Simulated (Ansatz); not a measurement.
TaN: pressure against volume

TaN, P6/mmm, a = 5.240 Å, c = 2.904 Å. This isn't the usual stable structure of the compound. Ansatz: r2SCAN, PAW, 500 eV, Γ-centred 9×9×12 mesh on 6 atoms, Gaussian smearing 0.10 eV; no spin polarisation. Shape and atoms are relaxed at each volume; pressure is positive in compression.

```tsv
V (Å³/atom)	P (GPa)
10.819	20.92
11.164	9.66
11.509	0.02
11.854	-8.28
12.200	?
```

Take V0 = 11.509 Å³/atom, count pressures from its P0 = 0.02 GPa, fit the third-order Birch–Murnaghan form to the other rows, and predict the missing pressure.

With the Eulerian strain f = ½[(V0/V)^(2/3) − 1] and y = (P − P0)/[3f(1 + 2f)^(5/2)], the form is the line y = B0 + 1.5 B0 (B0′ − 4) f. Rows (f, y): 0.02104, 298.7; 0.01025, 298.0; -0.00975, 298.1. Means f = 0.007180, y = 298.27; Σ(Δf)² = 0.0004881, ΣΔfΔy = 0.008009; the slope is their ratio. y = 298.1 + 16.41 f GPa, so B0 = 298.1 GPa and B0′ = 4 + 2 × (16.41)/(3 × 298.1) = 4.04. At V = 12.200, f = -0.01906, y = 297.79 and P = -15.43 GPa. The run gave -15.37 GPa, so the fit is 0.06 GPa too low, a small miss on the scale of the series. The form still works here, 33 % of the fitted range beyond its end.

Spin–orbit coupling is left out, which can shift energies with elements as heavy as these.

Cost: 5 runs of about 9.3 core-minutes in all, on Arm Neoverse V1 (shared hosts).